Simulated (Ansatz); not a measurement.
# HfO2: a trial structure relaxed

Where does HfO2 go from the start given, structure listed in a database for this formula (P2_1/c, No. 14)?

Program: Ansatz 0.2.0. Level of theory: DFT r2SCAN, scalar-relativistic, plane waves, PAW. These are calculated values, not measurements.

**1. The system as given**

It takes space group P2_1/c (No. 14, monoclinic). Conventional cell: a = 5.094 Å, b = 5.151 Å, c = 5.276 Å, α = 90.00°, β = 99.56°, γ = 90.00°. Hf (site symmetry 1) is surrounded by 7 O at 2.03 to 2.24 Å. O (site symmetry 1) is surrounded by 4 Hf at 2.13 to 2.24 Å. O (site symmetry 1) is surrounded by 3 Hf at 2.03 to 2.13 Å.

Structure file:

```
CELL_PARAMETERS angstrom
5.09418 0.00000 0.00000
0.00000 5.15064 0.00000
-0.87617 0.00000 5.20295
ATOMIC_POSITIONS crystal
Hf 0.27614 0.45806 0.70791
Hf 0.72386 0.95806 0.79209
Hf 0.72386 0.54194 0.29209
Hf 0.27614 0.04194 0.20791
O 0.44800 0.74253 0.97858
O 0.55200 0.24253 0.52142
O 0.55200 0.25747 0.02142
O 0.44800 0.75747 0.47858
O 0.06836 0.33076 0.34625
O 0.93164 0.83076 0.15375
O 0.93164 0.66924 0.65375
O 0.06836 0.16924 0.84625
```

**2. Probe: one point at the start**

File input.yaml:

```yaml
crystal:
  lattice:
    - [5.0941750112, 0.0, 0.0]
    - [0.0, 5.1506447, 0.0]
    - [-0.8761689838, 0.0, 5.2029534954]
  atoms:
    - { symbol: Hf, position: [0.27613578, 0.45806468, 0.70790733] }
    - { symbol: Hf, position: [0.72386422, 0.95806468, 0.79209267] }
    - { symbol: Hf, position: [0.72386422, 0.54193532, 0.29209267] }
    - { symbol: Hf, position: [0.27613578, 0.04193532, 0.20790733] }
    - { symbol: O, position: [0.44799782, 0.74252595, 0.97857799] }
    - { symbol: O, position: [0.55200218, 0.24252595, 0.52142201] }
    - { symbol: O, position: [0.55200218, 0.25747405, 0.02142201] }
    - { symbol: O, position: [0.44799782, 0.75747405, 0.47857799] }
    - { symbol: O, position: [0.06836078, 0.33075888, 0.34625278] }
    - { symbol: O, position: [0.93163922, 0.83075888, 0.15374722] }
    - { symbol: O, position: [0.93163922, 0.66924112, 0.65374722] }
    - { symbol: O, position: [0.06836078, 0.16924112, 0.84625278] }
basis:
  ecutwfc: 500
kpoints:
  mp_grid: { grid: [4, 4, 4] }
hamiltonian:
  xc: r2scan
scf:
  occupations: { method: gaussian, width: 0.1 }
  lower_state_search: "off"
output:
  forces: true
  stress: true
  eigenvalues: true
```

On the command line:

```console
> ansatz run input.yaml --threads 1 --pin off --max-ram 3072MiB --backend cpu --events-out ev --progress --plain --runs-dir out
```

The program printed, shortened:

```text
Warning: RAYON_NUM_THREADS=1 ignored (pool sized by the plan → 1); use --threads N
[...]
Pseudopotentials: kind: paw
Pseudopotential: Hf, paw, valence charge 26, recommended cutoff 500 eV (meta_gga), Hf.paw.azcp
Pseudopotential: O, paw, valence charge 6, recommended cutoff 500 eV (meta_gga), O.paw.azcp
Functional definition: r2SCAN
[...]
Crystal: 12 atoms, lattice volume = 136.517 Å³
Basis set: ecut = 500 eV, 3489 PW (Γ), exchange–correlation on 160×160×160 points (64 copies of the dense FFT grid, shifted against one another)
Bands: 92, of which v1, the nominal top of the filled ones, is band 76 counted from 1 (75 counted from 0)
Symmetry: 4 space group operations
Space group: P21/c (ITA 14), of the structure as read, at distance tolerance 5.1e-5 Å
k-points: 30 of 64
[...]
SCF iter   1: F=-67505.616721 eV  HF=-67505.505076 eV  |F-HF|=1.12e-1  |Δ(HF+E_count)|=         —  Δρ=1.06e-2  dr2=1.17e-1  dr2_τ=8.35e-1  ethr=1.77e-3  ⟨swp⟩=5.3  Hψ=8932  notcnv=0  defer=19
[...]
SCF iter   8: F=-67505.712487 eV  HF=-67505.712487 eV  |F-HF|=1.23e-8  |Δ(HF+E_count)|=   9.00e-8  Δρ=4.31e-6  dr2=3.02e-8  dr2_τ=4.90e-9  ethr=6.58e-11  ⟨swp⟩=9.4  Hψ=11276  notcnv=0
[...]
SCF converged after 8 iterations
Free energy (F): -67505.712487 eV
[...]
E sigma→0 (E₀):  -67505.712487 eV
Fermi energy:    16.336458 eV
[...]
--- Forces (eV/Å), atoms counted from 1 ---
  atom   1  Hf     0.08469993     0.02843989     0.06380151
  atom   2  Hf    -0.08469993     0.02843989    -0.06380151
  atom   3  Hf    -0.08469993    -0.02843989    -0.06380151
  atom   4  Hf     0.08469993    -0.02843989     0.06380151
  atom   5  O     -0.04115474     0.01507953     0.00935805
  atom   6  O      0.04115474     0.01507953    -0.00935805
  atom   7  O      0.04115474    -0.01507953    -0.00935805
  atom   8  O     -0.04115474    -0.01507953     0.00935805
[...]
--- Stress (GPa, compression-positive) ---
        3.781194       0.000000       0.245494
        0.000000       3.931835       0.000000
        0.245491       0.000000       3.699845
  P = ⅓ Tr σ = 3.8043 GPa (38.043 kbar)
--- Band table (eV; the first three rows and the last of 30) ---
[...]
```

It took 45 s on 1 thread of Intel Xeon Platinum 8488C (Sapphire Rapids), shared host; peak memory 0.9 GiB.

Read-out: pressure 3.8 GPa, largest force 0.11 eV/Å, gap on this mesh 4.64 eV. By this gap the next run takes a mesh of 6×6×6 and a smearing of 0.02 eV.

**3. Full relaxation**

input.yaml: that of step 2 with these lines changed.

```diff
@@ -21,3 +21,3 @@
 kpoints:
-  mp_grid: { grid: [4, 4, 4] }
+  mp_grid: { grid: [6, 6, 6] }
 hamiltonian:
@@ -25,4 +25,3 @@
 scf:
-  occupations: { method: gaussian, width: 0.1 }
-  lower_state_search: "off"
+  occupations: { method: gaussian, width: 0.02 }
 output:
@@ -31 +30,6 @@
   eigenvalues: true
+relax:
+  adjacent_minimum: "off"
+  f_tol: 0.01
+  max_steps: 80
+  cell: { stress_tol: 0.05 }
```

On the command line:

```console
> ansatz run input.yaml --threads 1 --pin off --max-ram 3072MiB --backend cpu --events-out ev --progress --plain --runs-dir out
```

The program printed:

```text
Warning: RAYON_NUM_THREADS=1 ignored (pool sized by the plan → 1); use --threads N
Engine: ansatz 0.2.0, x86_64-unknown-linux-gnu
[... 4 set-up lines as earlier in the session ...]
  parameter k0 = 0.174
  parameter k1 = 0.065
  parameter a1 = 4.9479
  exchange = r2scan_x(k0 = k0, k1 = k1, a1 = a1)
  correlation = r2scan_c
Crystal: 12 atoms, lattice volume = 136.517 Å³
Basis set: ecut = 500 eV, 3489 PW (Γ), exchange–correlation on 160×160×160 points (64 copies of the dense FFT grid, shifted against one another)
Bands: 92, of which v1, the nominal top of the filled ones, is band 76 counted from 1 (75 counted from 0)
[... 2 set-up lines as earlier in the session ...]
k-points: 80 of 216
Non-local potential: Hf, projectors of the file, l = 0: 3, l = 1: 2, l = 2: 2, l = 3: 3
Non-local potential: O, projectors of the file, l = 0: 2, l = 1: 2, l = 2: 1
PAW form: soft (Blöchl's): semilocal exchange-correlation on the pseudo side does not see the compensation charge
PAW frozen core: Hf, regenerated for the run's functional (the file was generated under x = pbe(κ = 0.804, μ = 0.2195149727645171), c = pbe(β = 0.06672455060314922))
PAW frozen core: O, regenerated for the run's functional (the file was generated under x = pbe(κ = 0.804, μ = 0.2195149727645171), c = pbe(β = 0.06672455060314922))
PAW one-centre angular grid: Hf, 974 points (default); XC on 160 Gauss nodes
PAW one-centre angular grid: O, 302 points (default); XC on 160 Gauss nodes
Initial density: superposition of atomic densities (neutral atoms: chi_scale 0, normalization atom), corrected by the library's trained network
Initial wavefunctions: pseudopotential atomic-orbital guess
Functional: x = r2scan, c = r2scan; τ floored in thin density (d = 2e-4 eV/Å³)
SCF iter   1: F=—  HF=-67505.505172 eV  |F-HF|=—  |Δ(HF+E_count)|=         —  Δρ=1.06e-2  dr2=1.18e-1  dr2_τ=8.35e-1  ethr=1.77e-3  ⟨swp⟩=6.0  Hψ=23022  notcnv=0  defer=347
preconditioner: auto → Resta (q_TF=auto, 2.778 Å⁻¹)  ε∞=4.9  [insulator: Δε(μ)=4.798 eV  Ē_g=19.304 eV  σ=0.020 eV  W_gap=1.00  n_scr=48 (ndim 8)  ℏωp=38.1 eV  f_vac=0.074  D(μ)=0.00/eV (n_scr^D=0)  ε∞_Penn≈4.9]
SCF iter   2: F=—  HF=-67505.715399 eV  |F-HF|=—  |Δ(HF+E_count)|=   2.10e-1  Δρ=5.63e-3  dr2=3.24e-2  dr2_τ=5.11e-3  ethr=7.74e-5  ⟨swp⟩=2.1  Hψ=15054  notcnv=0  defer=799
SCF iter   3: F=—  HF=-67505.712307 eV  |F-HF|=—  |Δ(HF+E_count)|=   3.09e-3  Δρ=3.50e-3  dr2=7.00e-3  dr2_τ=1.66e-3  ethr=2.13e-5  ⟨swp⟩=2.0  Hψ=11202  notcnv=0  defer=799
SCF iter   4: F=—  HF=-67505.712449 eV  |F-HF|=—  |Δ(HF+E_count)|=   1.42e-4  Δρ=9.22e-4  dr2=7.26e-4  dr2_τ=1.44e-4  ethr=4.60e-6  ⟨swp⟩=2.0  Hψ=9427  notcnv=0  defer=799
SCF iter   5: F=—  HF=-67505.712542 eV  |F-HF|=—  |Δ(HF+E_count)|=   9.30e-5  Δρ=1.80e-4  dr2=2.26e-5  dr2_τ=5.02e-6  ethr=4.77e-7  ⟨swp⟩=2.0  Hψ=12319  notcnv=0  defer=799
SCF iter   6: F=—  HF=-67505.712560 eV  |F-HF|=—  |Δ(HF+E_count)|=   1.82e-5  Δρ=7.72e-5  dr2=7.24e-6  dr2_τ=1.16e-6  ethr=1.48e-8  ⟨swp⟩=2.0  Hψ=11465  notcnv=0  defer=799
SCF iter   7: F=—  HF=-67505.712560 eV  |F-HF|=—  |Δ(HF+E_count)|=   3.37e-7  Δρ=1.58e-5  dr2=3.01e-7  dr2_τ=4.35e-8  ethr=4.77e-9  ⟨swp⟩=2.0  Hψ=11361  notcnv=0  defer=799
SCF iter   8: F=-67505.712560 eV  HF=-67505.712560 eV  |F-HF|=1.34e-8  |Δ(HF+E_count)|=   9.37e-8  Δρ=4.57e-6  dr2=3.17e-8  dr2_τ=4.44e-9  ethr=6.58e-11  ⟨swp⟩=10.1  Hψ=32158  notcnv=0
SCF 1 converged in 8 iterations: F = -67505.712560 eV  dr2 = 3.17e-8
relax step   1: F+E_penalty+E_count = -67505.71256004 eV  Δ(F+E_penalty+E_count) = +0.000e0 eV  max|allowed force component| = 8.468e-2 eV/Å  Δτ_max = 0.0000 Å  P = +3.804 GPa  Ω = 136.517 Å³  (8 SCF iters, dr2 threshold 1.00e-7 eV, accepted)
[... from here on, the SCF cycles and remarks between the steps are left out ...]
relax step   2: F+E_penalty+E_count = -67505.73383496 eV  Δ(F+E_penalty+E_count) = -2.127e-2 eV  max|allowed force component| = 2.764e-2 eV/Å  Δτ_max = 0.0035 Å  P = -0.753 GPa  Ω = 138.953 Å³  energy of the carried Pulay correction = -1.267e-3 eV  (7 SCF iters, dr2 threshold 1.20e-6 eV, accepted)
relax step   3: F+E_penalty+E_count = -67505.73512021 eV  Δ(F+E_penalty+E_count) = -1.285e-3 eV  max|allowed force component| = 2.209e-2 eV/Å  Δτ_max = 0.0031 Å  P = -0.062 GPa  Ω = 138.536 Å³  energy of the carried Pulay correction = -1.052e-3 eV  (5 SCF iters, dr2 threshold 1.20e-6 eV, accepted)
relax step   4: F+E_penalty+E_count = -67505.73535213 eV  Δ(F+E_penalty+E_count) = -2.319e-4 eV  max|allowed force component| = 6.640e-3 eV/Å  Δτ_max = 0.0014 Å  P = +0.052 GPa  Ω = 138.485 Å³  energy of the carried Pulay correction = -1.025e-3 eV  (5 SCF iters, dr2 threshold 1.22e-7 eV, accepted)
relax step   5: F+E_penalty+E_count = -67505.73551592 eV  Δ(F+E_penalty+E_count) = -1.638e-4 eV  max|allowed force component| = 7.048e-3 eV/Å  Δτ_max = 0.0060 Å  P = +0.027 GPa  Ω = 138.467 Å³  energy of the carried Pulay correction = -1.016e-3 eV  (6 SCF iters, dr2 threshold 2.47e-8 eV, accepted)
relax step   6: F+E_penalty+E_count = -67505.73567313 eV  Δ(F+E_penalty+E_count) = -1.572e-4 eV  max|allowed force component| = 3.389e-3 eV/Å  Δτ_max = 0.0097 Å  P = -0.005 GPa  Ω = 138.423 Å³  energy of the carried Pulay correction = -9.935e-4 eV  (7 SCF iters, dr2 threshold 7.46e-9 eV, accepted)
relax step   7: F+E_penalty+E_count = -67505.73660438 eV  Δ(F+E_penalty+E_count) = -9.313e-4 eV  max|allowed force component| = 3.392e-3 eV/Å  Δτ_max = 0.0000 Å  P = -0.012 GPa  Ω = 138.423 Å³  stress off target by 3.38e-2 GPa  SCF on the basis re-selected at this cell (its energy is not comparable with the rows above)  (6 SCF iters)
basis re-selected at this cell: Δ(F+E_penalty+E_count) = -9.313e-4 eV, ΔP = -0.007 GPa vs the last step (what re-selecting the basis moved, of the pressure what is left beyond the Pulay correction that the steps carried, after the strain that the cell walked since its last selection, with what the two solves' SCF thresholds leave and, on support functions, any second-order correction that the steps lacked; it is no measure of the basis error at this ecutwfc). This SCF's stress stands 3.38e-2 GPa from its target on what of the cell is left free (relax.cell.stress_tol is 5.00e-2 GPa) and its largest allowed force component is 3.39e-3 eV/Å (relax.f_tol is 1.00e-2 eV/Å): within both
SCF converged after 6 iterations
Free energy (F): -67505.736604 eV
Harris-Foulkes:  -67505.736604 eV  (|F-HF|=5.82e-11)
Internal energy: -67505.736604 eV  (E = F + TS)
E sigma→0 (E₀):  -67505.736604 eV
Fermi energy:    16.057012 eV
--- Per-component energies (eV) ---
  E_band       = -103.741430
  E_kinetic    = 3099.689241
  E_local      = -24604.514766  (includes V_loc(G=0)·N_el)
  E_nonlocal   = -4608.753724
  E_hartree    = 11262.129504
  E_xc         = -1723.863103
  E_vxc        = -2021.356500  (∫ρ·V_xc dr)
  E_paw        = -29087.685015  (= ΣΔE_a)
  E_vpaw       = 5396.006730  (= ΣTr[D̂ρ^β])
  E_aug_tail   = 0.008404  (compensation charges beyond the density's cutoff)
  E_vtau       = 110.920145  (kinetic-family band-sum trace: ∫τ·v_τ [+ j·A + Jᵃ·Aᵃ] dr)
  E_ewald      = -21843.777706
  E_core_change = 1.030560  (= ΣΔE_core)
  E_smearing   = -0.000000  (= −TS)
  E_closure    = 0.000000  (closes the sum)
  Σ components = -67505.736604   (vs F -67505.736604, Δ=0.00e0)
--- Forces (eV/Å), atoms counted from 1 ---
  atom   1  Hf    -0.00163502    -0.00339242     0.00015581
  atom   2  Hf     0.00163502    -0.00339242    -0.00015581
  atom   3  Hf     0.00163502     0.00339242    -0.00015581
  atom   4  Hf    -0.00163502     0.00339242     0.00015581
  atom   5  O      0.00099930    -0.00128920    -0.00063234
  atom   6  O     -0.00099930    -0.00128920     0.00063234
  atom   7  O     -0.00099930     0.00128920     0.00063234
  atom   8  O      0.00099930     0.00128920    -0.00063234
  atom   9  O     -0.00060646     0.00103683    -0.00024395
  atom  10  O      0.00060646     0.00103683     0.00024395
  atom  11  O      0.00060646    -0.00103683     0.00024395
  atom  12  O     -0.00060646    -0.00103683    -0.00024395
  max |Σ_I F_I| component: 8.67e-19 eV/Å
--- Stress (GPa, compression-positive) ---
       -0.021909       0.000000      -0.014448
        0.000000       0.001104       0.000000
       -0.014452       0.000000      -0.016256
  P = ⅓ Tr σ = -0.0124 GPa (-0.124 kbar)
--- Band table (eV; the first three rows and the last of 80) ---
  k-point 0: bands = ["-48.1678", "-48.1470", "-48.1438", "-48.1432", "-16.5997", "-16.5677", "-16.5447", "-16.3414", "-16.2677", "-16.2244", "-16.2006", "-16.1618", "-16.1304", "-16.1288", "-16.0734", "-16.0208", "-5.3349", "-4.0419", "-3.8807", "-3.8693", "-3.3555", "-3.3423", "-3.2075", "-3.1124", "3.4635", "3.4748", "3.4778", "3.4778", "3.4846", "3.4870", "3.4974", "3.4978", "3.5002", "3.5029", "3.5052", "3.5086", "3.5089", "3.5093", "3.5136", "3.5155", "3.5219", "3.5222", "3.5268", "3.5286", "3.5290", "3.5382", "3.5392", "3.5490", "3.5532", "3.5699", "3.5791", "3.6075", "8.2477", "8.3351", "8.8757", "9.0397", "9.1304", "9.5027", "10.2978", "10.5737", "10.7422", "10.9434", "10.9741", "11.1472", "11.6765", "11.8166", "11.8416", "11.8880", "12.0735", "12.5866", "12.6145", "12.7388", "13.2110", "13.2362", "13.5533", "13.7605", "18.8033", "19.4102", "19.4801", "19.8340", "20.0146", "20.2042", "20.6233", "20.6683", "20.8377", "21.0188", "21.5748", "21.7405", "21.9572", "22.3209", "22.6826", "23.1805"]
[... 3 lines left out ...]
--- Relaxed structure (6 steps of the walk, 6 accepted, 1 SCFs on fresh bases) ---
  F+E_penalty+E_count = -67505.73660438 eV   max|allowed force component| = 3.392e-3 eV/Å   (the final SCF, on the basis selected at the relaxed cell)
  cell:  # Å, volume = 138.4232 Å³
    - [5.114489392683691, 0.0, 0.0044332985282321226]
    - [0.0, 5.180983463185477, 0.0]
    - [-0.8751349763147948, 0.0, 5.223134353279984]
  atoms:
    - { symbol: Hf, position: [0.27619803357958705, 0.4582275425801706, 0.708214462137814] }
    - { symbol: Hf, position: [0.7238019664204131, 0.9582275425801704, 0.791785537862186] }
    - { symbol: Hf, position: [0.723801966420413, 0.5417724574198294, 0.291785537862186] }
    - { symbol: Hf, position: [0.27619803357958717, 0.0417724574198295, 0.2082144621378141] }
    - { symbol: O, position: [0.4479631936030336, 0.7423729435536084, 0.9784906390876336] }
    - { symbol: O, position: [0.5520368063969666, 0.24237294355360844, 0.5215093609123668] }
    - { symbol: O, position: [0.5520368063969665, 0.25762705644639156, 0.021509360912366673] }
    - { symbol: O, position: [0.4479631936030336, 0.7576270564463916, 0.4784906390876333] }
    - { symbol: O, position: [0.06998574057675541, 0.3335507854641177, 0.3442043209986615] }
    - { symbol: O, position: [0.9300142594232448, 0.8335507854641179, 0.1557956790013385] }
    - { symbol: O, position: [0.9300142594232449, 0.6664492145358822, 0.6557956790013384] }
    - { symbol: O, position: [0.06998574057675533, 0.16644921453588227, 0.8442043209986612] }
```

It took 14 min on 1 thread of Intel Xeon Platinum 8488C (Sapphire Rapids), shared host; peak memory 1.3 GiB.

The steps of the relaxation:

| step | E - E(step 1) (eV/cell) | largest force component (eV/Å) | pressure (GPa) | volume (Å³) |
| --- | --- | --- | --- | --- |
| 1 | 0.0000 | 0.0847 | 3.80 | 136.52 |
| 2 | -0.0213 | 0.0276 | -0.75 | 138.95 |
| 3 | -0.0226 | 0.0221 | -0.06 | 138.54 |
| 4 | -0.0228 | 0.0066 | 0.05 | 138.48 |
| 5 | -0.0230 | 0.0070 | 0.03 | 138.47 |
| 6 | -0.0231 | 0.0034 | -0.01 | 138.42 |
| 7 | -0.0240 | 0.0034 | -0.01 | 138.42 |

Step 1 is the start. Step 7 repeats the geometry before it on a plane-wave basis chosen anew for that cell, so its energy need not be comparable with the rows above.

|  | before | after | change |
| --- | --- | --- | --- |
| a (Å) | 5.094 | 5.114 | +0.4 % |
| b (Å) | 5.151 | 5.181 | +0.6 % |
| c (Å) | 5.276 | 5.296 | +0.4 % |
| β (°) | 99.56 | 99.46 | -0.1 % |
| volume (Å³/atom) | 11.38 | 11.54 | +1.4 % |
| shortest distance (Å) | 2.030 | 2.041 | +0.5 % |
| space group (0.01 Å) | P2_1/c | P2_1/c | same |

Forces and stress were held to the start's 4 operations: a distortion of lower symmetry was not tested.

**4. Results**

Formation energies count from the elements, computed with the same settings in runs not shown here.

| quantity | value |
| --- | --- |
| cell | a = 5.114 Å, b = 5.181 Å, c = 5.296 Å, α = 90.00°, β = 99.46°, γ = 90.00° |
| space group | P2_1/c (No. 14) |
| volume | 11.54 Å³/atom |
| gap on the mesh | 4.59 eV |
| formation energy from the elements | -3.802 eV/atom |

In words: The space group stayed P2_1/c, and from the first guess the volume went from 11.38 to 11.54 Å³/atom. With -3.80 eV/atom it lies under the elements, which doesn't yet make it stable against other compounds of them. Spin-orbit coupling is left out, which matters for the bands of Hf.

The gaps are Kohn-Sham values of a semilocal functional, not quasiparticle or optical gaps. Such gaps usually fall short of the measured ones.
